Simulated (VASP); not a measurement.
# Ru (P6/mmm) in VASP: notebook, part 2 of 2

VASP 6.6.1. The steps go on from the part before.

### Step 6. Single point, revPBE

This run uses another cell than the first one, of 15.98 Å³/atom, 1.120 times its volume.

INCAR

```
ALGO = Fast
EDIFF = 1E-6
ENCUT = 520
GGA = RE
ISIF = 2
ISMEAR = -1
LASPH = True
LCHARG = False
LREAL = False
LWAVE = False
NBANDS = 28
NELM = 60
PREC = Accurate
SIGMA = 0.1
```

KPOINTS

```
k-points
0
Gamma
  10 10 13
```

POSCAR

```
Ru
1.0
    4.4491599457      0.0000000000      0.0000000000
   -2.2245799728      3.8530855385      0.0000000000
    0.0000000000      0.0000000000      2.7972412063
Ru
3
Direct
    0.0000000000      0.0000000000      0.0000000000
    0.3333333333      0.6666666667      0.5000000000
    0.6666666667      0.3333333333      0.5000000000
```

Potentials or basis: VASP PAW PBE potentials, release 64 (Ru_pv).

Started as:

```sh
$ cat potpaw_PBE.64/Ru_pv/POTCAR > POTCAR
$ mpirun -np 1 vasp_std > vasp.out
```

OUTCAR:

```text
EDIFF = 1E-6
   ENCUT = 520
   GGA = RE
   ISIF = 2
   ISMEAR = -1
   LASPH = True
   LREAL = False
   NELM = 60
   PREC = Accurate

 ion  position               nearest neighbor table
   1  0.000  0.000  0.000-   2 2.92   3 2.92   2 2.92   3 2.92   2 2.92   2 2.92   3 2.92   3 2.92
                             3 2.92   3 2.92   2 2.92   2 2.92
   2  0.333  0.667  0.500-   3 2.57   3 2.57   3 2.57   1 2.92   1 2.92   1 2.92   1 2.92   1 2.92
                             1 2.92
   3  0.667  0.333  0.500-   2 2.57   2 2.57   2 2.57   1 2.92   1 2.92   1 2.92   1 2.92   1 2.92
                             1 2.92

[... 945 lines left out ...]
  --------------------------------------------------------------------------------------
  -------------------------------------------------------------------------------------
  Total       -7.5570616     -7.5570616     -6.5278318     -0.0000000     -0.0000000      0.0000000
  in kB     -252.4916145   -252.4916145   -218.1036604     -0.0000000     -0.0000000      0.0000000
  external PRESSURE =    -241.0289631 kB  Pullay stress =       0.0000000 kB

 VOLUME and BASIS-vectors are now :
 -----------------------------------------------------------------------------
  energy-cutoff  :      520.00
  volume of cell :       47.95
      direct lattice vectors                 reciprocal lattice vectors
     4.449159946  0.000000000  0.000000000     0.224761531  0.129766130  0.000000000
    -2.224579973  3.853085538  0.000000000     0.000000000  0.259532261  0.000000000
     0.000000000  0.000000000  2.797241206     0.000000000  0.000000000  0.357495091

 POSITION                                       TOTAL-FORCE (eV/Angst)
 -----------------------------------------------------------------------------------
      0.00000      0.00000      0.00000         0.000000      0.000000     -0.000000
     -0.00000      2.56872      1.39862         0.000000     -0.000000      0.000000
      2.22458      1.28436      1.39862        -0.000000      0.000000     -0.000000
 -----------------------------------------------------------------------------------
    total drift:                                0.000000      0.000000     -0.000000

  FREE ENERGIE OF THE ION-ELECTRON SYSTEM (eV)
  ---------------------------------------------------
  free  energy   TOTEN  =       -25.0472090697 eV

  energy  without entropy=      -24.9024664803  energy(sigma->0) =      -24.97483778
```

OSZICAR:

```text
N       E                     dE             d eps       ncg     rms          rms(c)
DAV:   1     0.472785931427E+03    0.47279E+03   -0.25361E+04  5512   0.161E+03
DAV:   2    -0.142346044992E+02   -0.48702E+03   -0.47602E+03  5784   0.496E+02
DAV:   3    -0.267869739070E+02   -0.12552E+02   -0.12194E+02  6040   0.853E+01
DAV:   4    -0.269354129888E+02   -0.14844E+00   -0.14832E+00  6816   0.842E+00
DAV:   5    -0.269382923080E+02   -0.28793E-02   -0.28791E-02  6140   0.111E+00    0.150E+01
RMM:   6    -0.251969486450E+02    0.17413E+01   -0.53774E+00  5488   0.169E+01    0.464E+00
RMM:   7    -0.261400837135E+02   -0.94314E+00   -0.15457E+00  5502   0.742E+00    0.101E+01
RMM:   8    -0.250516843103E+02    0.10884E+01   -0.69258E-01  5495   0.537E+00    0.926E-01
RMM:   9    -0.250466684027E+02    0.50159E-02   -0.42316E-02  5758   0.118E+00    0.199E-01
RMM:  10    -0.250471025563E+02   -0.43415E-03   -0.45450E-03  5854   0.398E-01    0.435E-02
RMM:  11    -0.250471902405E+02   -0.87684E-04   -0.76599E-04  6174   0.145E-01    0.265E-02
RMM:  12    -0.250472035828E+02   -0.13342E-04   -0.19552E-04  6621   0.632E-02    0.129E-02
RMM:  13    -0.250472080842E+02   -0.45014E-05   -0.47840E-05  6709   0.303E-02    0.700E-03
RMM:  14    -0.250472081463E+02   -0.62115E-07   -0.10778E-05  5060   0.149E-02    0.301E-03
RMM:  15    -0.250472090697E+02   -0.92339E-06   -0.18696E-06  3626   0.788E-03
   1 F= -.25047209E+02 E0= -.24974838E+02  d E =-.144743E+00
```

Run time: 56 s. Hardware: 1 thread of Intel Xeon 6975P-C (Granite Rapids), shared host; peak memory 0.23 GiB.

Results:

```yaml
Free_energy: -25.0472 eV
Pressure: -24.1 GPa
Band_gap_on_the_k_mesh: none (metal or under the smearing width)
```

Stress tensor (GPa, compression positive):
```
-25.25   0.00   0.00
  0.00 -25.25   0.00
  0.00   0.00 -21.81
```

Levels at points of the mesh, in eV from the Fermi level:
```
           k point  band 18  band 19  band 20  band 21  band 22  band 23  band 24  band 25
(0.00, 0.00, 0.00)    -1.71    -1.71    -1.15    -1.15    -1.05    -1.05     1.30     1.30
(0.50, 0.00, 0.00)    -2.05    -0.94    -0.87     0.30     0.61     0.65     0.65     1.08
```

Caveat: so large a pressure means that the cell lies far from this level's equilibrium, or that cutoff or potentials fall short; the potentials were made for another functional, which shifts forces and pressure.

### Step 7. Overview

```csv
task,cell,k mesh,cutoff (eV),gap on the mesh (eV),pressure (GPa)
single point,"P6/mmm, 14.27 Å³/atom",11 × 11 × 15,520,none,0.0
single point,"P6/mmm, 14.84 Å³/atom",10 × 10 × 13,520,none,-10.0
single point,"P6/mmm, 14.27 Å³/atom",9 × 9 × 12,520,none,0.0
relaxation of cell and atoms,relaxed,9 × 9 × 12,600,none,0.0
single point,"P6/mmm, 15.98 Å³/atom",10 × 10 × 13,520,none,-24.1
```

Alike in all rows: level revPBE; potentials or basis VASP PAW PBE potentials, release 64 (Ru_pv); no spin polarisation; smearing fermi-dirac 0.1 eV.

Every run on the cell as given and a fine mesh finds a metal.

Caveats: the PAW data sets were made with another functional, which shifts forces and pressure a little (some runs); so large a pressure means that the cell lies far from this level's equilibrium, or that cutoff or potentials fall short (some runs); the potentials were made for another functional, which shifts forces and pressure (some runs).

Absolute energies hang on the potentials; compare differences alone.
